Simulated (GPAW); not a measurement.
Set up this calculation in GPAW 26.7.0, as an ASE script.

```
Task                : one-shot levels on a semilocal density
Functional          : r2SCAN
Potentials or basis : GPAW PAW data sets (gpaw-data 1.2.1)
Cutoff              : 450 eV
Basis               : pw
k mesh              : 5 × 5 × 5
Occupations         : fermi-dirac, width 0.001 eV
Spin                : no spin polarisation
Maxiter             : 150
Eps inf used        : 17.237
Eps inf from        : RPA with local fields on PBE states, same cell
Exx fractions       : r2SCAN0 0.25, r2SCANh 0.1, r2SCAN50 0.5, r2SCAN-EpsX 0.058
```

The structure of PbS (Galena) lies in PbS.cif:

```cif
data_PbS
_cell_length_a 5.93150000
_cell_length_b 5.93150000
_cell_length_c 5.93150000
_cell_angle_alpha 90.00000000
_cell_angle_beta 90.00000000
_cell_angle_gamma 90.00000000
_space_group_name_H-M_alt 'Fm-3m'
_space_group_name_Hall '-F 4 2 3'
_space_group_IT_number 225
loop_
_space_group_symop_operation_xyz
'x,y,z'
'-x,-y,-z'
'-y,x,z'
'y,-x,-z'
'-x,-y,z'
'x,y,-z'
'y,-x,z'
'-y,x,-z'
'x,-y,-z'
'-x,y,z'
'-y,-x,-z'
'y,x,z'
'-x,y,-z'
'x,-y,z'
'y,x,-z'
'-y,-x,z'
'z,x,y'
'-z,-x,-y'
'z,-y,x'
'-z,y,-x'
'z,-x,-y'
'-z,x,y'
'z,y,-x'
'-z,-y,x'
'-z,x,-y'
'z,-x,y'
'-z,-y,-x'
'z,y,x'
'-z,-x,y'
'z,x,-y'
'-z,y,x'
'z,-y,-x'
'y,z,x'
'-y,-z,-x'
'x,z,-y'
'-x,-z,y'
'-y,z,-x'
'y,-z,x'
'-x,z,y'
'x,-z,-y'
'-y,-z,x'
'y,z,-x'
'-x,-z,-y'
'x,z,y'
'y,-z,-x'
'-y,z,x'
'x,-z,y'
'-x,z,-y'
'x,y+1/2,z+1/2'
'-x,-y+1/2,-z+1/2'
'-y,x+1/2,z+1/2'
'y,-x+1/2,-z+1/2'
'-x,-y+1/2,z+1/2'
'x,y+1/2,-z+1/2'
'y,-x+1/2,z+1/2'
'-y,x+1/2,-z+1/2'
'x,-y+1/2,-z+1/2'
'-x,y+1/2,z+1/2'
'-y,-x+1/2,-z+1/2'
'y,x+1/2,z+1/2'
'-x,y+1/2,-z+1/2'
'x,-y+1/2,z+1/2'
'y,x+1/2,-z+1/2'
'-y,-x+1/2,z+1/2'
'z,x+1/2,y+1/2'
'-z,-x+1/2,-y+1/2'
'z,-y+1/2,x+1/2'
'-z,y+1/2,-x+1/2'
'z,-x+1/2,-y+1/2'
'-z,x+1/2,y+1/2'
'z,y+1/2,-x+1/2'
'-z,-y+1/2,x+1/2'
'-z,x+1/2,-y+1/2'
'z,-x+1/2,y+1/2'
'-z,-y+1/2,-x+1/2'
'z,y+1/2,x+1/2'
'-z,-x+1/2,y+1/2'
'z,x+1/2,-y+1/2'
'-z,y+1/2,x+1/2'
'z,-y+1/2,-x+1/2'
'y,z+1/2,x+1/2'
'-y,-z+1/2,-x+1/2'
'x,z+1/2,-y+1/2'
'-x,-z+1/2,y+1/2'
'-y,z+1/2,-x+1/2'
'y,-z+1/2,x+1/2'
'-x,z+1/2,y+1/2'
'x,-z+1/2,-y+1/2'
'-y,-z+1/2,x+1/2'
'y,z+1/2,-x+1/2'
'-x,-z+1/2,-y+1/2'
'x,z+1/2,y+1/2'
'y,-z+1/2,-x+1/2'
'-y,z+1/2,x+1/2'
'x,-z+1/2,y+1/2'
'-x,z+1/2,-y+1/2'
'x+1/2,y,z+1/2'
'-x+1/2,-y,-z+1/2'
'-y+1/2,x,z+1/2'
'y+1/2,-x,-z+1/2'
'-x+1/2,-y,z+1/2'
'x+1/2,y,-z+1/2'
'y+1/2,-x,z+1/2'
'-y+1/2,x,-z+1/2'
'x+1/2,-y,-z+1/2'
'-x+1/2,y,z+1/2'
'-y+1/2,-x,-z+1/2'
'y+1/2,x,z+1/2'
'-x+1/2,y,-z+1/2'
'x+1/2,-y,z+1/2'
'y+1/2,x,-z+1/2'
'-y+1/2,-x,z+1/2'
'z+1/2,x,y+1/2'
'-z+1/2,-x,-y+1/2'
'z+1/2,-y,x+1/2'
'-z+1/2,y,-x+1/2'
'z+1/2,-x,-y+1/2'
'-z+1/2,x,y+1/2'
'z+1/2,y,-x+1/2'
'-z+1/2,-y,x+1/2'
'-z+1/2,x,-y+1/2'
'z+1/2,-x,y+1/2'
'-z+1/2,-y,-x+1/2'
'z+1/2,y,x+1/2'
'-z+1/2,-x,y+1/2'
'z+1/2,x,-y+1/2'
'-z+1/2,y,x+1/2'
'z+1/2,-y,-x+1/2'
'y+1/2,z,x+1/2'
'-y+1/2,-z,-x+1/2'
'x+1/2,z,-y+1/2'
'-x+1/2,-z,y+1/2'
'-y+1/2,z,-x+1/2'
'y+1/2,-z,x+1/2'
'-x+1/2,z,y+1/2'
'x+1/2,-z,-y+1/2'
'-y+1/2,-z,x+1/2'
'y+1/2,z,-x+1/2'
'-x+1/2,-z,-y+1/2'
'x+1/2,z,y+1/2'
'y+1/2,-z,-x+1/2'
'-y+1/2,z,x+1/2'
'x+1/2,-z,y+1/2'
'-x+1/2,z,-y+1/2'
'x+1/2,y+1/2,z'
'-x+1/2,-y+1/2,-z'
'-y+1/2,x+1/2,z'
'y+1/2,-x+1/2,-z'
'-x+1/2,-y+1/2,z'
'x+1/2,y+1/2,-z'
'y+1/2,-x+1/2,z'
'-y+1/2,x+1/2,-z'
'x+1/2,-y+1/2,-z'
'-x+1/2,y+1/2,z'
'-y+1/2,-x+1/2,-z'
'y+1/2,x+1/2,z'
'-x+1/2,y+1/2,-z'
'x+1/2,-y+1/2,z'
'y+1/2,x+1/2,-z'
'-y+1/2,-x+1/2,z'
'z+1/2,x+1/2,y'
'-z+1/2,-x+1/2,-y'
'z+1/2,-y+1/2,x'
'-z+1/2,y+1/2,-x'
'z+1/2,-x+1/2,-y'
'-z+1/2,x+1/2,y'
'z+1/2,y+1/2,-x'
'-z+1/2,-y+1/2,x'
'-z+1/2,x+1/2,-y'
'z+1/2,-x+1/2,y'
'-z+1/2,-y+1/2,-x'
'z+1/2,y+1/2,x'
'-z+1/2,-x+1/2,y'
'z+1/2,x+1/2,-y'
'-z+1/2,y+1/2,x'
'z+1/2,-y+1/2,-x'
'y+1/2,z+1/2,x'
'-y+1/2,-z+1/2,-x'
'x+1/2,z+1/2,-y'
'-x+1/2,-z+1/2,y'
'-y+1/2,z+1/2,-x'
'y+1/2,-z+1/2,x'
'-x+1/2,z+1/2,y'
'x+1/2,-z+1/2,-y'
'-y+1/2,-z+1/2,x'
'y+1/2,z+1/2,-x'
'-x+1/2,-z+1/2,-y'
'x+1/2,z+1/2,y'
'y+1/2,-z+1/2,-x'
'-y+1/2,z+1/2,x'
'x+1/2,-z+1/2,y'
'-x+1/2,z+1/2,-y'
loop_
_atom_site_label
_atom_site_type_symbol
_atom_site_symmetry_multiplicity
_atom_site_Wyckoff_symbol
_atom_site_fract_x
_atom_site_fract_y
_atom_site_fract_z
_atom_site_occupancy
Pb1 Pb 4 a 0.0000000000 0.0000000000 0.0000000000 1
S1 S 4 b 0.5000000000 0.0000000000 0.0000000000 1
```

These files were run (other wordings do the same):

run.py

```python
import numpy as np
import spglib
from ase import Atoms
from ase.dft.bandgap import bandgap
from ase.io import read, write
from ase.units import Ha
from gpaw import GPAW, PW
from gpaw.hybrids.energy import non_self_consistent_energy
from gpaw.new.pw.nschse import non_self_consistent_matrix_elements

atoms = read('PbS.cif')
cell, positions, numbers = spglib.find_primitive(
    (atoms.cell[:], atoms.get_scaled_positions(), atoms.numbers), symprec=1e-4)
atoms = Atoms(numbers, cell=cell, scaled_positions=positions, pbc=True)

calc = GPAW(mode=PW(450),
            xc='MGGA_X_R2SCAN+MGGA_C_R2SCAN',
            kpts={'size': (5, 5, 5), 'gamma': True},
            occupations={'name': 'fermi-dirac', 'width': 0.001},
            nbands=19,
            convergence={'density': 1e-06, 'bands': 17},
            maxiter=150,
            txt='gpaw.txt')
atoms.calc = calc
energy = atoms.get_potential_energy()
calc.write('gs.gpw')
write('result.traj', atoms)
print(f'Energy: {energy:.6f} eV')
print('Fermi level:', round(calc.get_fermi_level(), 4), 'eV')
print(f'Gap: {bandgap(calc)[0]:.4f} eV, direct: {bandgap(calc, direct=True)[0]:.4f} eV')

calc.write('wfs.gpw', mode='all')
eps = calc.eigenvalues()
free = calc.get_potential_energy(force_consistent=True)
semilocal_x = free + calc.get_xc_difference('MGGA_X_R2SCAN')  # without correlation
exact_x = non_self_consistent_energy(calc, 'EXX').sum()
h_x = non_self_consistent_matrix_elements(GPAW('wfs.gpw').dft, 'MGGA_X_R2SCAN')
h_exx = non_self_consistent_matrix_elements(GPAW('wfs.gpw').dft, 'EXX')
shift = np.einsum('sknn->skn', h_exx - h_x).real * Ha
np.savetxt('shift.dat', shift[..., :17].reshape((-1, 17)), fmt='%.4f')
occupied = eps < calc.get_fermi_level()
for name, a in {'r2SCAN0': 0.25, 'r2SCANh': 0.1, 'r2SCAN50': 0.5, 'r2SCAN-EpsX': 0.058}.items():
    levels = (eps + a * shift)[..., :17]
    gap = levels[~occupied[..., :17]].min() - levels[occupied[..., :17]].max()
    print(f'{name}: share {a}, energy {free + a * (exact_x - semilocal_x):.6f} eV, gap {gap:.4f} eV')
```

Potentials or basis: GPAW PAW data sets (gpaw-data 1.2.1), pw.

Launch:

```sh
$ OMP_NUM_THREADS=1 python run.py
```

Run time: 4.8 min on 1 thread of Arm Neoverse V1, with other jobs on the host, peak memory 0.64 GiB.
